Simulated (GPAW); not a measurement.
The system is PbS (Galena).

```
Pb S
1.0
     0.00000    2.96575    2.96575
     2.96575    0.00000    2.96575
     2.96575    2.96575    0.00000
Pb S
1 1
Direct
  0.00000 0.00000 0.00000
  0.50000 0.50000 0.50000
```

Program: GPAW 26.7.0. Alike in all runs: cell as given; smearing fermi-dirac 0.05 eV.

Question: Order these runs on this cell by their pressure, lowest first.
A. level LDA; potentials or basis the program's PAW data sets (release 1.2.1) made for this functional, pw; spin off; k mesh 6 × 6 × 6; cutoff (eV) 450; maxiter 120; convergence default
B. level PBE; potentials or basis GPAW PAW data sets (gpaw-data 1.2.1), pw; spin off; k mesh 6 × 6 × 6; cutoff (eV) 450; maxiter 120; convergence default
C. level PBEsol; potentials or basis PAW data sets generated in the run's folder for this functional, pw; spin SOC, no magnetisation; k mesh 8 × 8 × 8; cutoff (eV) 600; maxiter 150; band path GXWKGLUWLK,UX; band points 80; spin axis theta (degrees) 90

Answer: A (-3.6 GPa), C (-1.1 GPa), B (1.4 GPa).

Caveats: the cutoff is short for stress and forces, so pressures can be off by a GPa or more (some runs); spin-orbit coupling was added after a scalar SCF, so levels and gaps hold it while energy, forces, pressure and moments don't (some runs).
